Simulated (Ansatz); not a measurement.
We consider zinc-blende InN (metastable phase), described by PBE in Ansatz (PAW).

Run with plane-wave cutoff 520 eV, 24×24×24 k mesh, Fermi–Dirac smearing 0.05 eV, perturbation theory, scalar-relativistic PAW data made under PBE.

Cell (relaxed at this level):

```cif
data_InN
_chemical_formula_sum 'In1 N1'
_space_group_name_H-M_alt 'P 1'
_space_group_IT_number 1
_cell_length_a 3.57000
_cell_length_b 3.57000
_cell_length_c 3.57000
_cell_angle_alpha 60.000
_cell_angle_beta 60.000
_cell_angle_gamma 60.000
loop_
_space_group_symop_operation_xyz
  'x, y, z'
loop_
_atom_site_label
_atom_site_type_symbol
_atom_site_fract_x
_atom_site_fract_y
_atom_site_fract_z
_atom_site_occupancy
In1 In 0.00000 0.00000 0.00000 1
N1 N 0.75000 0.75000 0.75000 1
```

Task: Estimate the zone-centre TO phonon frequency that the calculation returns.

Result: 
- zone-centre TO phonon frequency: 433 cm⁻¹

Note: the solid has no gap at this level, which affects its response.

Spin–orbit coupling is not included.

It cost roughly 40 core-minutes of CPU time.

Ansatz is an electronic-structure program.
